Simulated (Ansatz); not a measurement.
**Cu₂O (Pn-3m): gap against strain (isotropic on every length)**

A 6-atom cell of Cu₂O (Pn-3m) from a materials database, relaxed with r2SCAN in Ansatz, then strained (isotropic on every length; changes of length per length, axes as in the cell below) with the atoms relaxed again within the symmetry that is left. The symmetry is Pn-3m (No. 224, cubic); a = 4.246 Å in the conventional setting, 12.76 Å³ an atom. Cu is surrounded by 2 O at 1.84 Å; O is surrounded by 4 Cu at 1.84 Å. The values are computed, spin-unpolarised, and not measurements.

```xyz
6
Lattice="4.2461 0.0000 0.0000 0.0000 4.2461 0.0000 0.0000 0.0000 4.2461" Properties=species:S:1:pos:R:3 pbc="T T T"
Cu    1.0615    1.0615    3.1846
Cu    3.1846    1.0615    1.0615
Cu    1.0615    3.1846    1.0615
Cu    3.1846    3.1846    3.1846
O     2.1230    2.1230    2.1230
O     0.0000    0.0000    0.0000
```

Gaps are the least over each mesh (PBE 6×6×6, r2SCAN 6×6×6, HSE06 4×4×4 when unstrained) and the special points, which keep their unstrained names; stress is the change from the unstrained cell, compression positive.

```csv
strain (%),"gap, PBE (eV)","gap, r2SCAN (eV)","gap, HSE06 (eV)","edges, HSE06","mean stress, r2SCAN (GPa)","energy rise, r2SCAN (meV/atom)"
-4.0,0.715,0.973,1.934,Γ,+20.74,84.6
-3.0,0.786,1.027,2.073,Γ,+14.39,45.8
-1.0,0.627,0.866,2.121,Γ,+4.11,4.7
0.0,0.556,0.794,2.033,Γ,0.00,0.0
+1.0,0.490,0.726,1.950,Γ,-3.54,4.4
+2.0,0.429,0.663,1.872,Γ,-6.57,17.0
+3.0,0.372,0.604,1.799,Γ,-9.16,36.9
+4.0,0.320,0.550,1.731,Γ,-11.36,63.3
```

**Question.** Estimate the row for a strain of -2.0 %.

**Answer.**
```csv
strain (%),"gap, PBE (eV)","gap, r2SCAN (eV)","gap, HSE06 (eV)","edges, HSE06","mean stress, r2SCAN (GPa)","energy rise, r2SCAN (meV/atom)"
-2.0,0.704,0.944,2.205,Γ,+8.88,19.6
```

Between zero and the nearest strains the slope of the HSE06 gap against strain is -0.088 eV per percent for negative and -0.083 for positive strain.

The meshes of the hybrids are coarse, so their gaps aren't converged to the digits shown.
